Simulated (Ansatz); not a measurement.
# MnSi: which structure wins at one pressure

Which of rocksalt, CsCl, zincblende, wurtzite has the lowest enthalpy for MnSi at one common pressure? The runs shown use PAW.

Program: Ansatz 0.2.0. Level of theory: DFT, r2SCAN, PAW with Ansatz's default frozen-core files, scalar-relativistic. These are calculated values, not measurements.

## (1) The starting structure

Symmetry: Fm-3m, No. 225, cubic system. The conventional cell has a = 4.769 Å, b = 4.769 Å, c = 4.769 Å, α = 90.00°, β = 90.00°, γ = 90.00°. Mn (site symmetry m-3m) is surrounded by 6 Si at 2.38 Å. Si (site symmetry m-3m) is surrounded by 6 Mn at 2.38 Å.

Structure file:

```cif
data_structure
_symmetry_space_group_name_H-M 'P 1'
_symmetry_Int_Tables_number 1
_cell_length_a 3.3724
_cell_length_b 3.3724
_cell_length_c 3.3724
_cell_angle_alpha 60.000
_cell_angle_beta 60.000
_cell_angle_gamma 60.000
_cell_volume 27.12
loop_
_atom_site_label
_atom_site_type_symbol
_atom_site_fract_x
_atom_site_fract_y
_atom_site_fract_z
_atom_site_occupancy
Mn1 Mn 0.00000 0.00000 0.00000 1
Si1 Si 0.50000 0.50000 0.50000 1
```

Atoms are numbered in the order of the input: Mn1, Si2.

## (2) Cell relaxed at zero pressure, PAW

Contents of input.yaml:

```yaml
crystal:
  lattice:
    - [0.0, 2.3846291566, 2.3846291566]
    - [2.3846291566, 0.0, 2.3846291566]
    - [2.3846291566, 2.3846291566, 0.0]
  atoms:
    - { symbol: Mn, position: [0.0, 0.0, 0.0], spin: 3.0 }
    - { symbol: Si, position: [0.5, 0.5, 0.5] }
magnetization:
  spin_polarized: true
kpoints:
  mp_grid: { grid: [14, 14, 14] }
scf:
  occupations: { method: fermi_dirac, width: 0.1 }
hamiltonian:
  xc: r2scan
  pseudopotentials: { kind: paw }
output:
  forces: true
  stress: true
  write_density: true
  write_potential: true
  elf: true
  volumetric_format: npy
relax:
  f_tol: 0.005
  max_steps: 40
  cell: {}
```

Launch:

```
> ansatz run input.yaml --threads 2 --pin off --max-ram 7168MiB --backend cpu --events-out ev --progress --plain --runs-dir out
```

The runs that follow: Volume scaled by 1.011, to set the pressure, PAW; Rocksalt relaxed under pressure, PAW; CsCl relaxed under pressure, PAW; Zincblende relaxed under pressure, PAW; Wurtzite relaxed under pressure, PAW.

Before running it: what results should come out? Wanted: pressure; lowest.

As calculated:

| quantity | value |
| --- | --- |
| pressure | -0.98 GPa |
| lowest (PAW) | CsCl, 223.3 meV/atom under rocksalt |

**Reading.** By PAW the order is CsCl < rocksalt < wurtzite < zincblende. Some starts changed symmetry on relaxing: wurtzite ended as P6_3/mmc. Only these structures were tried, with electrons smeared by 0.1 eV and without vibrations, so the true ground state may be another. The k meshes differ between phases and weren't tested, which can move differences by some meV. Other magnetic orders may lie lower; this is the state that the run reached. With one magnetic atom in the cell only ferromagnetic order fits; the real order can differ.
